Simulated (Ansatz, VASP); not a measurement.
**One calculation of GaAs, two programs**

```
Ga As
1.0
     0.00000    2.82650    2.82650
     2.82650    0.00000    2.82650
     2.82650    2.82650    0.00000
Ga As
1 1
Direct
  0.00000 0.00000 0.00000
  0.25000 0.25000 0.25000
```

Alike in both runs: task single point; functional PBE; k mesh 10 × 10 × 10; occupations gaussian, width 0.03 eV; no spin polarisation.

```csv
,VASP,Ansatz
version,VASP 6.6.1,Ansatz 0.2.0
potentials or method,"VASP PAW PBE potentials, release 64 (Ga_d, As)","scalar-relativistic, plane waves, PAW"
plane-wave cutoff (eV),520,420
valence electrons in the cell,18,28
```

```tsv
	VASP	Ansatz	Ansatz less VASP
gap on the k mesh at the Fermi level (eV)	0.52	0.52	-0.004
least direct gap on the mesh (eV)	0.52	0.52	-0.004
```

With one functional, cell and mesh, what is left measures potentials, basis and numerics. The two sets of potentials don't hold the same shells in valence.

A k mesh can miss the band edges.
